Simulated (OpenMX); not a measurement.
HfB2:

```
Hf B
1.0
     3.14000    0.00000    0.00000
    -1.57000    2.71932    0.00000
     0.00000    0.00000    3.48000
Hf B
1 2
Direct
  0.00000 0.00000 0.00000
  0.66667 0.33333 0.50000
  0.33333 0.66667 0.50000
```

Base run:

```yaml
Program: OpenMX 3.8.5
Functional: PBE
Potentials_or_basis: OpenMX 2013 PBE set, Hf7.0-s3p2d2f1, B7.0-s2p2d1, grid cutoff 400 Ry
k_mesh: 11 × 11 × 9
Occupations: fermi-dirac, width 0.05 eV
Spin: no spin polarisation
```

Its results: pressure 0.3 GPa; largest force 0.008 eV/Å.

Task: The run is repeated on the same cell with these changes: functional from PBE to LDA; potentials or basis from OpenMX 2013 PBE set, Hf7.0-s3p2d2f1, B7.0-s2p2d1, grid cutoff 400 Ry to OpenMX 2013 LDA set, Hf7.0-s3p2d2f1, B7.0-s2p2d1, grid cutoff 400 Ry. What comes out?

Result: Pressure -11.0 GPa; largest force 0.009 eV/Å.

Caveats: the basis of atomic orbitals isn't converged, which shifts pressures, moduli and gaps.

Not every run made on this cell is shown here.
